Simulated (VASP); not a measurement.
Here is a VASP 6.6.1 calculation.

Contents of INCAR:

```
SYSTEM = NbN
PREC     = Accurate       ! precision mode
ENCUT    = 520            ! plane-wave cutoff, eV
EDIFF    = 1E-7           ! SCF threshold, eV
ISMEAR   = 1              ! smearing method
SIGMA    = 0.1            ! smearing width, eV
LREAL    = .FALSE.        ! projectors in reciprocal space
LASPH    = .TRUE.         ! aspherical terms in the spheres
NELM     = 80             ! most SCF steps
ALGO     = Normal         ! electronic algorithm
ISIF     = 2              ! what is computed and relaxed
LWAVE    = .FALSE.        ! write WAVECAR
LCHARG   = .TRUE.         ! write CHGCAR
GGA      = PS             ! functional
LVHAR    = .TRUE.
```

File KPOINTS:

```
Automatic mesh
0
G
  16 16 16
  0 0 0
```

The input POSCAR:

```
NbN                                     
1.0
    0.0000000000      2.1887514572      2.1887514572
    2.1887514572     -0.0000000000      2.1887514572
    2.1887514572      2.1887514572      0.0000000000
  Nb              N             
     1     1
Direct
     0.0000000000000000    0.0000000000000000    0.0000000000000000
     0.5000000000000000    0.5000000000000000    0.5000000000000000
```

Potentials or basis: VASP PAW PBE potentials, release 64 (Nb_sv, N).

Launch:

```console
$ cat potpaw_PBE.64/Nb_sv/POTCAR potpaw_PBE.64/N/POTCAR > POTCAR
$ mpirun -np 1 vasp_std > vasp.out
```

Q: Predict the pressure.

A: 0.1 GPa.

Caveat: the PAW data sets were made with another functional, which shifts forces and pressure a little.
